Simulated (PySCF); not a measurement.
Isomers of [C3H10N]+.

All values: PBE0/pcSseg-1 (PySCF) at PBE0-D3(BJ)/def2-SVP geometries, gas phase, one conformer each.

Task: Rank by HOMO energy, highest first.
A. `CC(C)[NH3+]`
B. `C[NH+](C)C`
C. `[CH3:1][CH2:2][CH2:3][NH3+:4]` (charge +1) with C1–C2–C3–N4 -61°
D. `[CH3:1][CH2:2][NH2+:3][CH3:4]` (charge +1) with C1–C2–N3–C4 178°

Result: C (-14.25 eV), A (-14.90 eV), D (-15.03 eV), B (-16.29 eV).

Task: Rank by LUMO energy, highest first.
A. `[CH3:1][CH2:2][CH2:3][NH3+:4]` (charge +1) with C1–C2–C3–N4 -61°
B. `C[NH+](C)C`
C. `[CH3:1][CH2:2][NH2+:3][CH3:4]` (charge +1) with C1–C2–N3–C4 178°

Result: B (-4.33 eV), C (-4.48 eV), A (-4.81 eV).

All values together:

```
     SMILES  HOMO (eV)  LUMO (eV)  lowest IAO charge (e)  highest IAO charge (e)  lowest Hirshfeld charge (e)  highest Hirshfeld charge (e)
  CC[NH2+]C     -15.03      -4.48             -0.434 (C)              +0.321 (H)                   -0.095 (C)                    +0.195 (H)
 C[NH+](C)C     -16.29      -4.33             -0.318 (C)              +0.319 (H)                   -0.015 (C)                    +0.188 (H)
CC(C)[NH3+]     -14.90      -4.70             -0.434 (C)              +0.332 (H)                   -0.099 (C)                    +0.209 (H)
  CCC[NH3+]     -14.25      -4.81             -0.427 (C)              +0.338 (H)                   -0.103 (C)                    +0.217 (H)
```

Conformers: `[CH3:1][CH2:2][NH2+:3][CH3:4]` (charge +1) with C1–C2–N3–C4 178°; `[CH3:1][CH2:2][CH2:3][NH3+:4]` (charge +1) with C1–C2–C3–N4 -61°.
